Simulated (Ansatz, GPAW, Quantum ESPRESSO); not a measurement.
**Simulated XPS, UPS and emission spectra of CsBr**

Wanted: projected DOS of CsBr, weighted into photoemission and X-ray emission spectra, at several levels of theory.

Main program and level: Ansatz 0.2.0, Quantum ESPRESSO 7.5 and GPAW 26.7.0; DFT, PBE, plane-wave PAW, default files, scalar-relativistic, in the first sound run; inputs show where later runs differ.

The database entry behind the starting cell differs from later determinations by our own check (0.1 to 0.3 % short, probably kX units), so it need not match the best structure at ambient conditions.

### Step 1. Set-up

Symmetry: Pm-3m, No. 221, cubic system. The conventional cell has a = 4.286 Å, b = 4.286 Å, c = 4.286 Å, α = 90.00°, β = 90.00°, γ = 90.00°. Nearest to Cs lie 8 Br at 3.71 Å. Nearest to Br lie 8 Cs at 3.71 Å. Farther neighbours and most contacts between anions are not listed.

### Step 2. The base run

First the ground state, then the DOS by atom and shell, which the cross sections turn into spectra. The DOS is taken on a denser mesh than the density.

input.yaml

```yaml
crystal:
  lattice:
    - [4.286, 0.0, 0.0]
    - [0.0, 4.286, 0.0]
    - [0.0, 0.0, 4.286]
  atoms:
    - { symbol: Cs, position: [0.0, 0.0, 0.0] }
    - { symbol: Br, position: [0.5, 0.5, 0.5] }
kpoints:
  mp_grid: { grid: [6, 6, 6] }
  band_path:
    path:
      - [[0.0, 0.0, 0.0], [0.0, 0.5, 0.0], [0.5, 0.5, 0.0], [0.0, 0.0, 0.0], [0.5, 0.5, 0.5], [0.0, 0.5, 0.0]]
      - [[0.5, 0.5, 0.5], [0.5, 0.5, 0.0]]
    npoints: 15
scf:
  occupations: { method: fermi_dirac, width: 0.02 }
  n_extra_bands: 8
hamiltonian:
  xc: pbe
  pseudopotentials: { kind: paw }
output:
  forces: true
  stress: true
  dos:
    projected: true
    de: 0.05
    e_range: [-36, 12]
    nscf_kmesh: { grid: [12, 12, 12] }
  fatbands: true
```

The run is started by

```sh
$ ansatz run input.yaml --threads 4 --pin off --max-ram 8192MiB --backend cpu --events-out ev --progress --plain --runs-dir out
```

Then come: with spin–orbit coupling; the same cell in Quantum ESPRESSO; quantum ESPRESSO: denser mesh; projected DOS and spectra; quantum ESPRESSO: bands; GPAW, plane waves; one cell, several programs; another try. Settings of the main run: cutoff 420 eV, 6×6×6 k-mesh, Fermi-Dirac occupations, smearing width 0.02 eV, photon energies (21.2, 100, 1253.6, 1486.7, 5414.7) eV, gaussian fwhm 0.45 eV, lorentzian fwhm at zero 0.2 eV, lorentzian slope 0.08 eV per eV, sample temperature 300 K, light unpolarised, analyser angle 60 deg from the beam (unpolarised) or the polarisation (linear), emission gaussian fwhm 0.8 eV, DOS k mesh 12×12×12, DOS method tetrahedron, paw.

**Question.** What will these runs give for the results at each level?

CsBr is an insulator or semiconductor at the base level (gap 4.53 eV), and its valence spectrum changes with photon energy as the shells' cross sections do. At 21.2 eV the valence spectrum has its highest listed peaks within 10.8 eV at 0.4 eV (Br 4p) and 6.6 eV (Cs 5p). At 1486.7 eV the valence spectrum has its highest listed peaks within 13 eV at 0.4 eV (Br 4p), 6.6 eV (Cs 5p) and 12.3 eV (Br 4s).

- least gap on the mesh and the path: 4.53 eV
- strongest listed peak within 13 eV of the zero, at 1486.7 eV: 6.6 eV binding, mostly Cs 5p
- strongest listed peak within 13 eV of the zero, at 21.2 eV: 6.6 eV binding, mostly Cs 5p
- PBE (2 s on 4 threads): gap 4.53 eV, highest Al Kα peak within 13 eV at 6.6 eV (Cs 5p)
- spin–orbit (21 s on 4 threads): gap 4.35 eV, highest Al Kα peak within 13 eV at 6.2 eV (Cs 5p)
- qe: gap 4.53 eV, highest Al Kα peak within 13 eV at 6.6 eV (Cs 5p)

The shell named is the one with most of the intensity, cross sections included, not always the one with most states there. With spin-orbit coupling on, the gap on the path moves from 4.53 to 4.35 eV. The plane-wave programs agree on the gap on the path to 0.01 eV. At 21.2 eV the area is led by Cs 5p (57 %), at 5414.7 eV by Cs 5p (43 %). These are Kohn–Sham levels; self-energy shifts and satellites are missing. Each run has its own recipe for the spectra (widths, photon energies, in some runs the light), so peak heights and places can differ between runs for that reason too. Semilocal Kohn–Sham gaps are too small as a rule.

[Logs are printed without paths, hosts, clocks, repeated set-up lines and the standing remarks that a program may print on its own settings, such as how far it seeks lower states.]

[Hosts, paths, dates, database ids (printed as entryN), source tags and the programs' standing remarks are cut or masked in the printed files.]

[Maps of the electrostatic potential energy from Ansatz leave out the sawtooth potential of an applied field or a dipole correction, so their vacuum need not be flat; work functions include it.]

[Peak lists hold at most the 14 tallest peaks of each spectrum; further lines can be left out.]
